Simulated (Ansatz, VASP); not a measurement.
TiC: VASP beside Ansatz

```xyz
4
Lattice="3.1578 0.0000 0.0000 -1.5789 2.7348 0.0000 0.0000 0.0000 4.7056" Properties=species:S:1:pos:R:3 pbc="T T T"
Ti    0.0000    0.0000    0.0000
Ti    0.0000    1.8232    2.3528
C     1.5789    0.9116    1.1764
C     1.5789    0.9116    3.5292
```

Alike in both runs: functional PBE; k mesh 12 × 12 × 9; occupations gaussian, width 0.1 eV; no spin polarisation.

Ansatz relaxed the structure, and its values are those at the end. VASP's run is a single point on that final structure, the one shown.

```csv
,VASP,Ansatz
version,VASP 6.6.1,Ansatz 0.2.0
potentials or method,"VASP PAW PBE potentials, release 64 (Ti_sv, C)","scalar-relativistic, plane waves, PAW"
plane-wave cutoff (eV),520,420
valence electrons in the cell,32,32
```

|  | VASP | Ansatz | Ansatz less VASP |
| --- | --- | --- | --- |
| gap on the k mesh at the Fermi level (eV) | none | none | - |
| pressure (GPa) | 0.3 | 0.0 | -0.25 |

A gap of «none» marks a metal or a gap that the smearing closes.
